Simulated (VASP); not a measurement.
VASP 6.6.1, PBE single-point calculation, CdS (strained zincblende)

INCAR

```
NELM = 120
SIGMA = 0.02
NBANDS = 16
LREAL = .FALSE.
GGA = PE
ENCUT = 520
IBRION = -1
ISIF = 2
LWAVE = .FALSE.
NSW = 0
LCHARG = .FALSE.
LASPH = .TRUE.
EDIFF = 1E-7
PREC = Accurate
ISMEAR = -1
```

KPOINTS

```
KPOINTS created by Atomic Simulation Environment
0
Gamma
8 8 8
0 0 0
```

KPOINTS_OPT

```
special points
6
Reciprocal
0.0000000000 0.0000000000 0.0000000000 1
-0.5000000000 -0.5000000000 0.0000000000 1
-0.3750000000 -0.3750000000 0.2500000000 1
-0.3750000000 0.0000000000 0.3750000000 1
0.0000000000 0.0000000000 0.5000000000 1
-0.5000000000 -0.2500000000 0.2500000000 1
```

POSCAR

```
Cd S
 1.0000000000000000
     0.0000000000000000    3.0144587398999998    2.9392148400000000
     3.0144587398999998    0.0000000000000000    2.9392148400000000
     3.0144587398999998    3.0144587398999998    0.0000000000000000
 Cd  S
   1   1
Cartesian
  0.0000000000000000  0.0000000000000000  0.0000000000000000
  1.5072293699499999  1.5072293699499999  1.4696074200000000
```

VASP ran with the recommended PBE PAW datasets (18 valence electrons in the cell).

Command

```
mpirun -np 1 vasp_std
```

From OUTCAR

```
k-points           NKPTS =     59   k-points in BZ     NKDIM =     59   number of bands    NBANDS=     16

   NELECT =      18.0000    total number of electrons

   dimension x,y,z NGX =    32 NGY =   32 NGZ =   32
   dimension x,y,z NGXF=    64 NGYF=   64 NGZF=   64

  energy-cutoff  :      520.00
  volume of cell :       53.42
      direct lattice vectors                 reciprocal lattice vectors
     0.000000000  3.014458740  2.939214840    -0.165867256  0.165867256  0.170113458
     3.014458740  0.000000000  2.939214840     0.165867256 -0.165867256  0.170113458
     3.014458740  3.014458740  0.000000000     0.165867256  0.165867256 -0.170113458

 k-points in reciprocal lattice and weights: KPOINTS created by Atomic Simulation Env
   0.00000000  0.00000000  0.00000000       0.002
   0.12500000  0.00000000  0.00000000       0.016
   0.25000000  0.00000000  0.00000000       0.016
   0.37500000  0.00000000  0.00000000       0.016
   0.50000000  0.00000000  0.00000000       0.008
   0.12500000  0.12500000  0.00000000       0.004
   0.25000000  0.12500000  0.00000000       0.016
   0.37500000  0.12500000  0.00000000       0.016
   ...

 E-fermi :   1.1518

 k-point     1 :       0.0000    0.0000    0.0000
  band No.  band energies     occupation
      1     -11.2323      2.00000
      2      -6.7851      2.00000
      3      -6.7851      2.00000
      4      -6.7718      2.00000
      5      -6.3991      2.00000
      6      -6.3926      2.00000
      7       0.6885      2.00000
      8       0.6885      2.00000
      9       0.7562      2.00000
     10       1.6943      0.00000
     11       7.2614      0.00000
     12       7.2639      0.00000
     13       7.2639      0.00000
     14      11.7302      0.00000
     15      11.9087      0.00000
     16      12.2328      0.00000

 k-point     2 :       0.1250    0.0000    0.0000
  band No.  band energies     occupation
      1     -11.1796      2.00000
      2      -6.7668      2.00000
      3      -6.7590      2.00000
      4      -6.7293      2.00000
      5      -6.3990      2.00000
      6      -6.3940      2.00000
      7      -0.2703      2.00000
      8       0.5796      2.00000
      9       0.6329      2.00000
     10       2.5287      0.00000
     11       6.9788      0.00000
     12       7.4347      0.00000
     13       7.4558      0.00000
     14      11.3809      0.00000
     15      11.6017      0.00000
     16      12.3998      0.00000

 k-point     3 :       0.2500    0.0000    0.0000
  band No.  band energies     occupation
      1     -11.0521      2.00000
      2      -6.7278      2.00000
      3      -6.7176      2.00000
      4      -6.5594      2.00000
      5      -6.3919      2.00000
      6      -6.3916      2.00000
      7      -1.6126      2.00000
      8       0.3333      2.00000
      9       0.4034      2.00000
     10       3.3270      0.00000
     11       6.9121      0.00000
     12       7.6813      0.00000
     13       7.7814      0.00000
     14      11.2240      0.00000
     15      11.2963      0.00000
     16      11.8949      0.00000

 k-point     4 :       0.3750    0.0000    0.0000
  band No.  band energies     occupation
      1     -10.9248      2.00000
      2      -6.6983      2.00000
      3      -6.6856      2.00000
      4      -6.3805      2.00000
      5      -6.3726      2.00000
      6      -6.2673      2.00000
      7      -2.7583      2.00000
      8       0.1050      2.00000
      9       0.1913      2.00000
     10       3.5816      0.00000
     11       7.5112      0.00000
     12       7.6755      0.00000
     13       7.8624      0.00000
     14      11.4696      0.00000
     15      12.0766      0.00000
     16      12.0943      0.00000

 k-point     5 :       0.5000    0.0000    0.0000
  band No.  band energies     occupation
      1     -10.8724      2.00000
      2      -6.6895      2.00000
      3      -6.6756      2.00000
      4      -6.3707      2.00000
      5      -6.3605      2.00000
      6      -6.0776      2.00000
      7      -3.2615      2.00000
      8       0.0144      2.00000
      9       0.1074      2.00000
     10       3.6003      0.00000
     11       7.6198      0.00000
     12       7.7963      0.00000
     13       7.9679      0.00000
     14      11.5658      0.00000
     15      13.0081      0.00000
     16      13.1587      0.00000

 k-point     6 :       0.1250    0.1250    0.0000
  band No.  band energies     occupation
      1     -11.1605      2.00000
      2      -6.7488      2.00000
      3      -6.7488      2.00000
      4      -6.7292      2.00000
      5      -6.4040      2.00000
      6      -6.3880      2.00000
      7      -0.2546      2.00000
      8       0.4023      2.00000
      9       0.4023      2.00000
     10       2.8349      0.00000
     11       6.5612      0.00000
     12       7.6596      0.00000
     13       7.6596      0.00000
     14      10.7116      0.00000
     15      12.0278      0.00000
     16      12.9794      0.00000

 k-point     7 :       0.2500    0.1250    0.0000
  band No.  band energies     occupation
      1     -11.0572      2.00000
      2      -6.7171      2.00000
      3      -6.7064      2.00000
      4      -6.6134      2.00000
      5      -6.4031      2.00000
      6      -6.3762      2.00000
      7      -1.2618      2.00000
      8       0.1173      2.00000
      9       0.2010      2.00000
     10       3.6120      0.00000
     11       6.2440      0.00000
     12       7.9132      0.00000
     13       8.0339      0.00000
     14      10.2049      0.00000
     15      11.9790      0.00000
     16      13.1301      0.00000

 k-point     8 :       0.3750    0.1250    0.0000
  band No.  band energies     occupation
      1     -10.9307      2.00000
      2      -6.6838      2.00000
      3      -6.6718      2.00000
      4      -6.4542      2.00000
      5      -6.3612      2.00000
      6      -6.2935      2.00000
      7      -2.3926      2.00000
      8      -0.1035      2.00000
      9      -0.0822      2.00000
     10       4.0454      0.00000
     11       6.6488      0.00000
     12       7.8083      0.00000
     13       8.1179      0.00000
     14      10.8357      0.00000
     15      12.5614      0.00000
     16      12.6978      0.00000

 k-point     9 :       0.5000    0.1250    0.0000
  band No.  band energies     occupation
      1     -10.8555      2.00000
      2      -6.6662      2.00000
      3      -6.6611      2.00000
      4      -6.4032      2.00000
      5      -6.3582      2.00000
      6      -6.0611      2.00000
      7      -3.1109      2.00000
      8      -0.3322      2.00000
      9      -0.1483      2.00000
     10       4.1258      0.00000
     11       7.0196      0.00000
     12       7.9836      0.00000
     13       8.1272      0.00000
     14      11.5720      0.00000
     15      12.9489      0.00000
     16      13.1674      0.00000

 k-point    10 :      -0.3750    0.1250    0.0000
  band No.  band energies     occupation
      1     -10.8743      2.00000
      2      -6.6714      2.00000
      3      -6.6644      2.00000
      4      -6.3855      2.00000
      5      -6.3798      2.00000
      6      -6.1318      2.00000
      7      -2.9439      2.00000
      8      -0.4135      2.00000
      9       0.0036      2.00000
     10       4.1334      0.00000
     11       7.1104      0.00000
     12       7.9033      0.00000
     13       7.9636      0.00000
     14      11.7854      0.00000
     15      12.2077      0.00000
     16      13.1711      0.00000

 k-point    11 :      -0.2500    0.1250    0.0000
  band No.  band energies     occupation
      1     -10.9767      2.00000
      2      -6.7034      2.00000
      3      -6.6795      2.00000
      4      -6.4529      2.00000
      5      -6.4044      2.00000
      6      -6.3584      2.00000
      7      -2.0481      2.00000
      8      -0.2559      2.00000
      9       0.2775      2.00000
     10       3.9455      0.00000
     11       6.9323      0.00000
     12       7.5754      0.00000
     13       7.8447      0.00000
     14      10.6858      0.00000
     15      12.0429      0.00000
     16      13.0676      0.00000

 k-point    12 :      -0.1250    0.1250    0.0000
  band No.  band energies     occupation
      1     -11.1035      2.00000
      2      -6.7459      2.00000
      3      -6.7148      2.00000
      4      -6.6519      2.00000
      5      -6.4085      2.00000
      6      -6.3846      2.00000
      7      -0.9944      2.00000
      8       0.1663      2.00000
      9       0.5234      2.00000
     10       3.2518      0.00000
     11       6.7696      0.00000
     12       7.5946      0.00000
     13       7.6795      0.00000
     14      10.6241      0.00000
     15      11.4719      0.00000
     16      13.3695      0.00000

 ...

  Total       -0.4108197     -0.4108197     -0.2443726      0.0000000     -0.0000000     -0.0000000
  in kB      -12.3220172    -12.3220172     -7.3296475      0.0000000     -0.0000000     -0.0000000
  external PRESSURE =     -10.6578940 kB  Pullay stress =       0.0000000 kB

 POSITION                                       TOTAL-FORCE (eV/Angst)
 -----------------------------------------------------------------------------------
      0.00000      0.00000      0.00000        -0.000000     -0.000000     -0.000000
      1.50723      1.50723      1.46961         0.000000      0.000000      0.000000
 -----------------------------------------------------------------------------------
    total drift:                               -0.000001     -0.000001     -0.000000

  FREE ENERGIE OF THE ION-ELECTRON SYSTEM (eV)
  ---------------------------------------------------
  free  energy   TOTEN  =        -6.1425573782 eV

  energy  without entropy=       -6.1425573782  energy(sigma->0) =       -6.14255738
```

The gap between bands v and c is 0.94 eV. The least direct gap is 0.94 eV. The pressure is -1.1 GPa.

Band v is the last that the valence electrons fill when counted band by band, and c is the next.

The run took about 16 s on one core of a shared host (Intel Xeon 6975P-C) and held 0.2 GiB at most.
